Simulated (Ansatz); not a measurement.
Space group P6_3/mmc (No. 194). a = 3.912 Å, b = 3.912 Å, c = 4.991 Å, α = 90.00°, β = 90.00°, γ = 120.00°
| atom | site | symmetry | x | y | z |
| --- | --- | --- | --- | --- | --- |
| Si | 2d | -6m2 | 0.3333 | 0.6667 | 0.7500 |
| Ni | 2a | -3m. | 0.0000 | 0.0000 | 0.0000 |
| Ni | 2c | -6m2 | 0.3333 | 0.6667 | 0.2500 |

Equation of state of this SiNi₂ structure (not necessarily the ground state), with shape and atoms relaxed at each volume where symmetry leaves them free. It has no gap at any of these volumes. Level of theory: DFT PBE, scalar-relativistic, plane waves, PAW in Ansatz 0.2.0.

Plane waves to 420 eV, a k mesh through Γ of 12×12×8 on the computed 6-atom cell and Gaussian smearing (0.10 eV); no spin polarisation.

| V (Å³/atom) | E − E(largest V) (meV/atom) | P (GPa) |
| --- | --- | --- |
| 9.702 | 69.16 | 34.76 |
| 10.033 | 9.19 | 23.71 |
| 10.364 | -29.84 | 14.41 |
| 10.694 | -51.23 | 6.59 |
| 11.025 | -57.77 | 0.00 |
| 11.356 | -51.81 | -5.54 |
| 11.687 | -35.36 | -10.19 |
| 12.128 | 0.00 | -15.23 |

Problem. Fit a third-order Birch–Murnaghan equation to E(V).

Solution. V0 = 11.02 Å³/atom, B0 = 201 GPa, B0' = 4.7.